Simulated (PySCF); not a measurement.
Orbital energies and ionisation energy

Urea, CH₄N₂O.
Structure used (PBE0-D3(BJ)/def2-TZVP), in Å, numbered top down from 1:
```
atom  x, y, z in Å
N1     1.1185    0.3066    0.2414
C2    -0.1997    0.4415   -0.1297
N3    -0.9079   -0.7389   -0.1340
O4    -0.6948    1.5067   -0.4261
H5     1.5711    1.1823    0.4420
H6     1.3704   -0.4556    0.8477
H7    -0.4078   -1.5971   -0.2935
H8    -1.7977   -0.6693   -0.5981
```

Level: wB97X-D/aug-cc-pVTZ (PySCF). Frontier orbitals with their largest atomic shares (Löwdin; up to four atoms above 4 %):

```tsv
orbital	ε (eV)	main atoms
HOMO−3	-13.80	O4 72 %, C2 14 %, N1 5 %, N3 5 %
HOMO−2	-10.09	N3 35 %, N1 33 %, C2 11 %, H8 5 %
HOMO−1	-10.03	O4 54 %, C2 16 %, N1 13 %, N3 11 %
HOMO	-9.51	?
LUMO	0.60	H6 35 %, H7 35 %, H5 11 %, H8 11 %
LUMO+1	1.00	H5 27 %, H8 27 %, H7 17 %, H6 17 %
LUMO+2	1.35	H5 33 %, H8 33 %, H6 8 %, H7 8 %
```

**Question.** What vertical ionisation energy does ΔSCF give, and how far is −ε(HOMO) from it?

**Answer.** ΔSCF: 10.04 eV (968 kJ/mol; threshold wavelength 124 nm); ⟨S²⟩ of the doublet left behind is 0.758, against 0.75 for a pure doublet. −ε(HOMO) is 9.51 eV, 0.53 eV below it. For the exact functional −ε(HOMO) would equal the first vertical ionisation energy; wB97X-D (range-separated hybrid) falls short of its own ΔSCF value by 5 %. Holes in the HOMO−1 and HOMO−2 were tried too where these lie within 1.2 eV of the HOMO; the lowest converged state counts.

**Question.** On which atoms does the HOMO lie?

**Answer.** O4 (carbonyl oxygen) 60 %, C2 (urea-type carbonyl carbon) 14 %, N3 (nitrogen bound to a carbonyl carbon) 10 %, N1 (nitrogen bound to a carbonyl carbon) 10 %, so more than half of it is on one atom. The HOMO−1 lies 0.52 eV lower.

**Question.** What kinetic energy would electrons from this vertical process carry with Lyman-α light (10.199 eV)?

**Answer.** 10.20 − 10.04 = 0.16 eV.

**Question.** With α = 35.8 au, estimate the like-pair dispersion coefficient by London's formula C6 = (3/4)α²I.

**Answer.** I = 0.3688 Eh, so C6 ≈ 354 au, a rough estimate.

**Question.** How many of the 10 lowest singlet excitations (vertical TDDFT, same level) lie below the ionisation energy?

**Answer.** All 10; they run from 6.56 to 8.01 eV.

Isolated species at its PBE0-D3(BJ)/def2-TZVP geometry, gas phase.

These values come from a run that also computed excited states and ΔSCF ions. Time: 2.0 min of wall time; peak memory 1.2 GiB. Hardware: an Arm Neoverse V1 with one thread, on a shared host.

Note: wB97X-D ran without an empirical dispersion term, which enters the total energy and its gradient alone.
